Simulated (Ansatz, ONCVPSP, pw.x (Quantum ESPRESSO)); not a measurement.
What a changed setting does to a pw.x run (fcc B)

Potential: optimised norm-conserving Vanderbilt (ONCV), ONCVPSP 4.0.1.1 (patched build), PBEsol; core [He], reference 2s1.75 2p1.25; waves: 2s: rc 1.65 bohr, ncon 4, nbas 8, qcut 4.8 1/bohr, 2 projectors, debl 2.5 Ha; 2p: rc 2.20 bohr, ncon 5, nbas 10, qcut 6.1 1/bohr, 2 projectors, debl 4 Ha; d scattering state at 0.09 Ha: rc 1.65 bohr, ncon 3, nbas 7, qcut 6.6 1/bohr, local; local part: the d channel; core correction: none.

The reference run (k-mesh 18³, cutoffs 40/160 Ry, Fermi–Dirac 0.01 Ry, mixing_beta 0.4, conv_thr 1e-9, no spin) gives -4.48 GPa at 5.836 Å³/atom, where all-electron LAPW gives -0.51 GPa. This run, with its own iteration cap, changes startingwfc to random.

```
&control
  calculation='scf', prefix='x', pseudo_dir='./', outdir='./tmp', tstress=.true., disk_io='none'
/
&system
  ibrav=0, nat=1, ntyp=1, ecutwfc=40, ecutrho=160, nbnd=8,
  occupations='smearing', smearing='fd', degauss=0.01
/
&electrons
  conv_thr=1e-09, mixing_beta=0.4, electron_maxstep=50, startingwfc='random'
/
ATOMIC_SPECIES
B 1.0 B.UPF
CELL_PARAMETERS angstrom
  0.00000000 1.42898750 1.42898750
  1.42898750 0.00000000 1.42898750
  1.42898750 1.42898750 0.00000000
ATOMIC_POSITIONS crystal
B 0.0000 0.0000 0.0000
K_POINTS automatic
18 18 18 0 0 0
```

```bash
pw.x < B.scf.in > B.scf.out
```

**Question.** How does the run end?

**Answer.** It converges in 6 iterations; the free energy moves by +0.0 meV/atom and the pressure by +0.00 GPa. The result is that of the reference run.

```
Message from routine setup:
     using ibrav=0 with symmetry is DISCOURAGED, use correct ibrav instead
     lattice parameter (alat)  =       3.8189  a.u.
     unit-cell volume          =      39.3833 (a.u.)^3
     number of electrons       =         3.00
     number of Kohn-Sham states=            8
     kinetic-energy cutoff     =      40.0000  Ry
     charge density cutoff     =     160.0000  Ry
     scf convergence threshold =      1.0E-09
     Exchange-correlation= PBESOL
     number of k points=   195  Fermi-Dirac smearing, width (Ry)=  0.0100
     iteration #  1     ecut=    40.00 Ry     beta= 0.40
     total energy              =      -5.57646735 Ry
     estimated scf accuracy    <       0.00165675 Ry
     iteration #  2     ecut=    40.00 Ry     beta= 0.40
     total energy              =      -5.57664969 Ry
     estimated scf accuracy    <       0.00057663 Ry
     iteration #  3     ecut=    40.00 Ry     beta= 0.40
     total energy              =      -5.57665921 Ry
     estimated scf accuracy    <       0.00000016 Ry
     iteration #  4     ecut=    40.00 Ry     beta= 0.40
     total energy              =      -5.57665940 Ry
     estimated scf accuracy    <       0.00000003 Ry
     iteration #  5     ecut=    40.00 Ry     beta= 0.40
     total energy              =      -5.57665940 Ry
     estimated scf accuracy    <          1.1E-09 Ry
     iteration #  6     ecut=    40.00 Ry     beta= 0.40
     the Fermi energy is    14.5460 ev
!    total energy              =      -5.57665940 Ry
     estimated scf accuracy    <          8.7E-11 Ry
     smearing contrib. (-TS)   =      -0.00098003 Ry
     The total energy is F=E-TS. E is the sum of the following terms:
     one-electron contribution =       4.24741108 Ry
     hartree contribution      =       0.01772183 Ry
     xc contribution           =      -2.20049322 Ry
     ewald contribution        =      -7.64031906 Ry
     convergence has been achieved in   6 iterations
          total   stress  (Ry/bohr**3)                   (kbar)     P=      -44.78
     Message from routine punch:
     Nothing written, as per user request (disk_io='none')
```

The run took about 3 s on one core of a shared host (Neoverse-N1, 64 threads, 124 GiB, load 44).
